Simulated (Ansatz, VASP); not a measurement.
# One calculation of Ti, two programs

INCAR

```
SYSTEM = Ti
  PREC = Accurate
  ENCUT = 600
  EDIFF = 1E-6
  ISMEAR = 0
  SIGMA = 0.1
  LREAL = .False.
  LASPH = .True.
  NELM = 100
  ALGO = Normal
  ISIF = 3
  LWAVE = .False.
  LCHARG = .False.
  GGA = PS
  IBRION = 2
  NSW = 100
  EDIFFG = -0.01
```

Contents of KPOINTS:

```
Automatic mesh
0
Gamma
  18 18 18
  0 0 0
```

Contents of POSCAR:

```
Ti
1.0
    0.0000000000      2.6890383116      2.6890383116
    2.6890383116      0.0000000000      2.6890383116
    2.6890383116      2.6890383116      0.0000000000
Ti
2
Direct
    0.5000000000      0.5000000000      0.5000000000
    0.7500000000      0.7500000000      0.7500000000
```

Input for Ansatz:

```yaml
crystal:
  lattice:
    - [0.0, 2.6890383116, 2.6890383116]
    - [2.6890383116, 0.0, 2.6890383116]
    - [2.6890383116, 2.6890383116, 0.0]
  atoms:
    - { symbol: Ti, position: [0.5, 0.5, 0.5] }
    - { symbol: Ti, position: [0.75, 0.75, 0.75] }
basis:
  ecutwfc: 420
kpoints:
  mp_grid: { grid: [18, 18, 18] }
hamiltonian:
  xc: pbesol
scf:
  occupations: { method: gaussian, width: 0.1 }
output:
  forces: true
  stress: true
  eigenvalues: true
relax:
  adjacent_minimum: "off"
  f_tol: 0.01
  max_steps: 80
  cell: { stress_tol: 0.05 }
```

Alike in both runs: task relaxation of cell and atoms; functional PBEsol; k mesh 18 × 18 × 18; occupations gaussian, width 0.1 eV; no spin polarisation.

|  | VASP | Ansatz |
| --- | --- | --- |
| version | VASP 6.6.1 | Ansatz 0.2.0 |
| potentials or method | VASP PAW PBE potentials, release 64 (Ti_sv) | scalar-relativistic, plane waves, PAW |
| plane-wave cutoff (eV) | 600 | 420 |
| valence electrons in the cell | 24 | 24 |

|  | VASP | Ansatz | Ansatz less VASP |
| --- | --- | --- | --- |
| gap on the k mesh at the Fermi level, each at its own relaxed structure (eV) | none | none | - |
| relaxed volume (Å³/atom) | 21.13 | 20.98 | -0.146 |
| relaxed cell length with the largest relative difference (Å) | 3.910 | 3.901 | -0.0091 |
| energy change over the relaxation (meV/atom) | -16 | -13 | +3.2 |

A gap of «none» marks a metal or a gap that the smearing closes.

Caveats: the PAW data sets were made with another functional, which shifts forces and pressure a little (VASP).
